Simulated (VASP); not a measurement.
# SrTiO3 (Pm-3m) in VASP: further runs, part 2 of 2

VASP 6.6.1. The steps go on from the part before.

## Step 3: Relaxation of cell and atoms, PBE

This run uses another cell than the first one, of 12.23 Å³/atom, 1.027 times its volume.

File INCAR:

```
SYSTEM = SrTiO3
PREC = Accurate ; ENCUT = 600
EDIFF = 1E-7 ; ISMEAR = 0
SIGMA = 0.03 ; LREAL = .False.
LASPH = .True. ; NELM = 80
ALGO = Normal ; ISIF = 3
LWAVE = .False. ; LCHARG = .False.
GGA = PE ; IBRION = 2
NSW = 90 ; EDIFFG = -0.005
KPAR = 2
```

File KPOINTS:

```
regular mesh
0
Gamma
  8 8 8
  0 0 0
```

File POSCAR:

```
SrTiO3                                  
1.0
    3.9402048290      0.0000000000      0.0000000000
    0.0000000000      3.9402048290      0.0000000000
   -0.0000000000      0.0000000000      3.9402048290
  Sr              Ti              O             
     1     1     3
Direct
     0.5000000000000000    0.5000000000000000    0.5000000000000000
     0.0000000000000000    0.0000000000000000    0.0000000000000000
     0.5000000000000000    0.0000000000000000    0.0000000000000000
     0.0000000000000000    0.5000000000000000    0.0000000000000000
     0.0000000000000000    0.0000000000000000    0.5000000000000000
```

Potentials or basis: VASP PAW PBE potentials, release 64 (Sr_sv, Ti_sv, O).

The run is started by

```console
cat potpaw_PBE.64/Sr_sv/POTCAR potpaw_PBE.64/Ti_sv/POTCAR potpaw_PBE.64/O/POTCAR > POTCAR
mpirun -np 2 vasp_std > vasp.out
```

OUTCAR:

```text
SYSTEM = SrTiO3
   PREC = Accurate
   ENCUT = 600
   EDIFF = 1E-7
   ISMEAR = 0
   LREAL = .False.
   LASPH = .True.
   NELM = 80
   ISIF = 3
   GGA = PE
   IBRION = 2
   NSW = 90
   EDIFFG = -0.005

 ion  position               nearest neighbor table
   1  0.500  0.500  0.500-   3 2.79   4 2.79   5 2.79   3 2.79   4 2.79   3 2.79   5 2.79   3 2.79
                             4 2.79   5 2.79   4 2.79   5 2.79   2 3.41   2 3.41   2 3.41   2 3.41
   2  0.000  0.000  0.000-   3 1.97   4 1.97   5 1.97   5 1.97   4 1.97   3 1.97   1 3.41   1 3.41
                             1 3.41   1 3.41   1 3.41   1 3.41   1 3.41   1 3.41
   3  0.500  0.000  0.000-   2 1.97   2 1.97   1 2.79   1 2.79   1 2.79   1 2.79
   4  0.000  0.500  0.000-   2 1.97   2 1.97   1 2.79   1 2.79   1 2.79   1 2.79
   5  0.000  0.000  0.500-   2 1.97   2 1.97   1 2.79   1 2.79   1 2.79   1 2.79

  LATTYP: Found a simple cubic cell.
 ALAT       =     3.9402048290

  Lattice vectors:

 A1 = (   3.9402048290,   0.0000000000,   0.0000000000)
 A2 = (   0.0000000000,   3.9402048290,   0.0000000000)
 A3 = (   0.0000000000,   0.0000000000,   3.9402048290)

Analysis of symmetry for initial positions (statically):
=====================================================================
 Subroutine PRICEL returns:
 Original cell was already a primitive cell.

 Routine SETGRP: Setting up the symmetry group for a
 simple cubic supercell.

 Subroutine GETGRP returns: Found 48 space group operations
 (whereof 48 operations were pure point group operations)
 out of a pool of 48 trial point group operations.

The static configuration has the point symmetry O_h .

Analysis of symmetry for dynamics (positions and initial velocities):
=====================================================================
 Subroutine PRICEL returns:
 Original cell was already a primitive cell.

 Routine SETGRP: Setting up the symmetry group for a
 simple cubic supercell.

 Subroutine GETGRP returns: Found 48 space group operations
 (whereof 48 operations were pure point group operations)
 out of a pool of 48 trial point group operations.

The dynamic configuration has the point symmetry O_h .

 Subroutine INISYM returns: Found 48 space group operations
 (whereof 48 operations are pure point group operations),
 and found     1 'primitive' translations

----------------------------------------------------------------------------------------

                                     Primitive cell

  volume of cell :      61.1725

  direct lattice vectors                    reciprocal lattice vectors
     3.940204829  0.000000000  0.000000000     0.253793913  0.000000000  0.000000000
     0.000000000  3.940204829  0.000000000     0.000000000  0.253793913  0.000000000
     0.000000000  0.000000000  3.940204829     0.000000000  0.000000000  0.253793913

  length of vectors
     3.940204829  3.940204829  3.940204829     0.253793913  0.253793913  0.253793913

  position of ions in fractional coordinates (direct lattice)
     0.500000000  0.500000000  0.500000000
     0.000000000  0.000000000  0.000000000
     0.500000000  0.000000000  0.000000000
     0.000000000  0.500000000  0.000000000
     0.000000000  0.000000000  0.500000000

  ion indices of the primitive-cell ions
[... 37 lines left out ...]
  0.250000  0.000000  0.000000      6.000000
  0.375000  0.000000  0.000000      6.000000
  0.500000  0.000000  0.000000      3.000000
  0.125000  0.125000  0.000000     12.000000
[... 16 lines left out ...]
  0.375000  0.375000  0.125000     24.000000
  0.500000  0.375000  0.125000     24.000000
 [... further k-points ...]
   k-points           NKPTS =     35   k-points in BZ     NKDIM =     35   number of bands    NBANDS=     24
   number of dos      NEDOS =    301   number of ions     NIONS =      5
   total plane-waves  NPLWV =  32768
   dimension x,y,z NGX =    32 NGY =   32 NGZ =   32
   dimension x,y,z NGXF=    64 NGYF=   64 NGZF=   64
   ions per type =               1   1   3
   NGX,Y,Z   is equivalent  to a cutoff of  13.50, 13.50, 13.50 a.u.
   NGXF,Y,Z  is equivalent  to a cutoff of  27.00, 27.00, 27.00 a.u.
 SYSTEM =  SrTiO3
   PREC   = accura    normal or accurate (medium, high low for compatibility)
   ISTART =      0    job   : 0-new  1-cont  2-samecut
   ICHARG =      2    charge: 1-file 2-atom 10-const
   ISPIN  =      1    spin polarized calculation?
   LNONCOLLINEAR =      F non collinear calculations
   LSORBIT =      F    spin-orbit coupling
   LASPH  =      T    aspherical Exc in radial PAW
   ENCUT  =  600.0 eV  44.10 Ry    6.64 a.u.   7.87  7.87  7.87*2*pi/ulx,y,z
   NELM   =     80;   NELMIN=  2; NELMDL= -5     # of ELM steps
   EDIFF  = 0.1E-06   stopping-criterion for ELM
   LREAL  =      F    real-space projection
   EDIFFG = -.5E-02   stopping-criterion for IOM
   NSW    =     90    number of steps for IOM
   IBRION =      2    ionic relax: 0-MD 1-quasi-New 2-CG
   NFREE  =      1    steps in history (QN), initial steepest desc. (CG)
   ISIF   =      3    stress and relaxation
   ISYM   =      2    0-nonsym 1-usesym 2-fastsym
   POTIM  = 0.5000    time-step for ionic-motion
   TEBEG  =    0.0;   TEEND  =   0.0 temperature during run
   PSTRESS=    0.0 pullay stress
   NELECT =      40.0000    total number of electrons
   NUPDOWN=      -1.0000    fix difference up-down
   EMIN   =  10.00;   EMAX   =-10.00  energy-range for DOS
   EFERMI =   0.00;   METHOD = LEGACY
   ISMEAR =     0;   SIGMA  =   0.03  broadening in eV -4-tet -1-fermi 0-gaus
   EFERMI_NEDOS =   21; number of points for ismear=-14 and -15
   IALGO  =     38    algorithm
   IMIX   =      4    mixing-type and parameters
     AMIX     =   0.40;   BMIX     =  1.00
     AMIX_MAG =   1.60;   BMIX_MAG =  1.00
  volume/ion in A,a.u.               =      12.23        82.56
  Fermi-wavevector in a.u.,A,eV,Ry     =   1.420941  2.685189 27.471158  2.019073
  Thomas-Fermi vector in A             =   2.541803
   LORBIT       =      0    0 simple, 1 ext, 2 COOP (PROOUT), +10 PAW based schemes
   GGA     = PE    functional components
   LHFCALC =     F    Hartree Fock is set to
   AEXX    =    0.0000 exact exchange contribution
   IVDW    =     0    specifies the selected vdW correction
   LEPSILON=     F    determine dielectric tensor
   LRPA    =     F    only Hartree local field effects (RPA)
 conjugate gradient relaxation of ions
 non-spin polarized calculation
 Gauss-broadening in eV      SIGMA  =   0.03
  energy-cutoff  :      600.00
  volume of cell :       61.17
 maximum number of plane-waves:      2064
 NGX is ok and might be reduce to    32
   NGX = 15   NGY = 15   NGZ = 15

 number of electron      39.9999974 magnetization

 Free energy of the ion-electron system (eV)
  ---------------------------------------------------
  ext. energy  EPLUGINS =         0.00000000
  ---------------------------------------------------
  free energy    TOTEN  =       -40.11034983 eV

  energy without entropy =      -40.11034983  energy(sigma->0) =      -40.11034983

 E-fermi :   4.1501     XC(G=0): -11.1290

 val. band max:        3.9455263598   @ k =   0.5000   0.5000   0.5000
 cond. band min:       5.7520025066   @ k =   0.0000   0.0000   0.0000
 fundamental gap:      1.8064761468
 Fermi energy:         4.1500560479

 k-point     1 :       0.0000    0.0000    0.0000
  band No.  band energies     occupation
      1     -52.6288      2.00000
      2     -28.9270      2.00000
      3     -28.8584      2.00000
      4     -28.8584      2.00000
      5     -28.8584      2.00000
      6     -13.3848      2.00000
[... 637 lines left out ...]
     23       7.9465      0.00000
     24       9.4595      0.00000

 [... further k-points ...]

------------------------ aborting loop because EDIFF is reached ----------------------------------------

  FORCE on cell =-STRESS in cart. coord.  units (eV):
  Direction    XX          YY          ZZ          XY          YZ          ZX
  --------------------------------------------------------------------------------------
  -------------------------------------------------------------------------------------
  Total       -0.0210044     -0.0210044     -0.0210044     -0.0000000     -0.0000000      0.0000000
  in kB       -0.5501290     -0.5501290     -0.5501290     -0.0000000     -0.0000000      0.0000000
  external PRESSURE =      -0.5501290 kB  Pullay stress =       0.0000000 kB

 VOLUME and BASIS-vectors are now :
 -----------------------------------------------------------------------------
  energy-cutoff  :      600.00
  volume of cell :       61.17
      direct lattice vectors                 reciprocal lattice vectors
     3.940204829  0.000000000  0.000000000     0.253793913  0.000000000  0.000000000
     0.000000000  3.940204829  0.000000000     0.000000000  0.253793913  0.000000000
     0.000000000  0.000000000  3.940204829     0.000000000  0.000000000  0.253793913

 POSITION                                       TOTAL-FORCE (eV/Angst)
 -----------------------------------------------------------------------------------
      1.97010      1.97010      1.97010         0.000000      0.000000      0.000000
      0.00000      0.00000      0.00000         0.000000      0.000000      0.000000
      1.97010      0.00000      0.00000         0.000000      0.000000      0.000000
      0.00000      1.97010      0.00000         0.000000      0.000000      0.000000
      0.00000      0.00000      1.97010         0.000000      0.000000      0.000000
 -----------------------------------------------------------------------------------
    total drift:                                0.000000      0.000000     -0.000000

  FREE ENERGIE OF THE ION-ELECTRON SYSTEM (eV)
  ---------------------------------------------------
  free  energy   TOTEN  =       -40.1103498338 eV

  energy  without entropy=      -40.1103498338  energy(sigma->0) =      -40.11034983

 reached required accuracy - stopping structural energy minimisation
```

Wall time 17 s (2 MPI ranks of Intel Xeon 6975P-C (Granite Rapids), shared host); peak memory 0.21 GiB.

What came out:

```
Free energy             : -40.1103 eV
Pressure after relaxing : -0.1 GPa
Band gap on the k mesh  : 1.81 eV, indirect (least direct gap 2.18 eV)
```

Final structure:
```
Sr Ti O
1.0
     3.94020    0.00000    0.00000
     0.00000    3.94020    0.00000
     0.00000    0.00000    3.94020
Sr Ti O
1 1 3
Direct
  0.50000 0.50000 0.50000
  0.00000 0.00000 0.00000
  0.50000 0.00000 0.00000
  0.00000 0.50000 0.00000
  0.00000 0.00000 0.50000
```

Caveat: the relaxation stopped at its first step, so nothing moved. A hybrid or GW would open this gap; PBE tends to underestimate it.

## Step 4: Relaxation of cell and atoms, PBE

File INCAR:

```
SYSTEM = SrTiO3
PREC = Accurate
ENCUT = 600
EDIFF = 1E-6
ISMEAR = 0
SIGMA = 0.03
LREAL = .FALSE.
LASPH = .TRUE.
NELM = 80
ALGO = Normal
ISIF = 3
LWAVE = .FALSE.
LCHARG = .FALSE.
GGA = PE
IBRION = 2
NSW = 90
EDIFFG = -0.01
```

File KPOINTS:

```
regular mesh
0
G
  8 8 8
  0 0 0
```

File POSCAR:

```
SrTiO3
1.0
    3.9052800000      0.0000000000      0.0000000000
    0.0000000000      3.9052800000      0.0000000000
    0.0000000000      0.0000000000      3.9052800000
Sr Ti O
1 1 3
Direct
    0.5000000000      0.5000000000      0.5000000000
    0.0000000000      0.0000000000      0.0000000000
    0.5000000000      0.0000000000      0.0000000000
    0.0000000000      0.5000000000      0.0000000000
    0.0000000000      0.0000000000      0.5000000000
```

The run is started by

```console
cat potpaw_PBE.64/Sr_sv/POTCAR potpaw_PBE.64/Ti_sv/POTCAR potpaw_PBE.64/O/POTCAR > POTCAR
mpirun -np 1 vasp_std > vasp.out
```

It took 1.8 min on 1 thread of Intel Xeon Platinum 8375C at 2.90GHz (Ice Lake), shared host; peak memory 0.22 GiB.

Results (log left out):

```yaml
Free_energy: -40.1069 eV
Relaxed_volume: 12.23 Å³/atom
Relaxed_cell: a = 3.940 Å, b = 3.940 Å, c = 3.940 Å, α = 90.00°, β = 90.00°, γ = 90.00°
Space_group_after_relaxing_to_0.05_Å: Pm-3m (No. 221)
Energy_gained_by_relaxing: 4.6 meV/atom
Ionic_steps: 3
Pressure_after_relaxing: 0.0 GPa
Band_gap_on_the_k_mesh: 1.81 eV, indirect (least direct gap 2.18 eV)
```

The path:
| step | energy change (eV) | largest force (eV/Å) | pressure (GPa) | volume (Å³) |
| --- | --- | --- | --- | --- |
| 1 | 0.0000 | 0.0000 | 4.69 | 59.56 |
| 2 | -0.0057 | 0.0000 | -3.75 | 62.62 |
| 3 | -0.0232 | 0.0000 | -0.02 | 61.17 |

Final structure:
```yaml
crystal:
  lattice:
    - [3.94020, 0.00000, 0.00000]
    - [0.00000, 3.94020, 0.00000]
    - [0.00000, 0.00000, 3.94020]
  atoms:
    - { symbol: Sr, position: [0.50000, 0.50000, 0.50000] }
    - { symbol: Ti, position: [0.00000, 0.00000, 0.00000] }
    - { symbol: O, position: [0.50000, 0.00000, 0.00000] }
    - { symbol: O, position: [0.00000, 0.50000, 0.00000] }
    - { symbol: O, position: [0.00000, 0.00000, 0.50000] }
```

Levels at points of the mesh, in eV from the valence-band top:
```csv
k point,band 16,band 17,band 18,band 19,band 20,band 21,band 22,band 23,band 24
"(0.00, 0.00, 0.00)",-1.12,-1.12,-0.37,-0.37,-0.37,1.81,1.81,1.81,4.12
"(0.50, 0.00, 0.00)",-2.29,-2.29,-1.90,-0.73,-0.73,1.96,3.64,3.64,4.13
"(0.50, 0.50, 0.00)",-2.76,-1.74,-1.54,-1.54,-0.09,3.65,3.65,4.09,5.05
"(0.50, 0.50, 0.50)",-3.66,-3.66,0.00,0.00,0.00,4.29,4.29,4.29,6.84
```
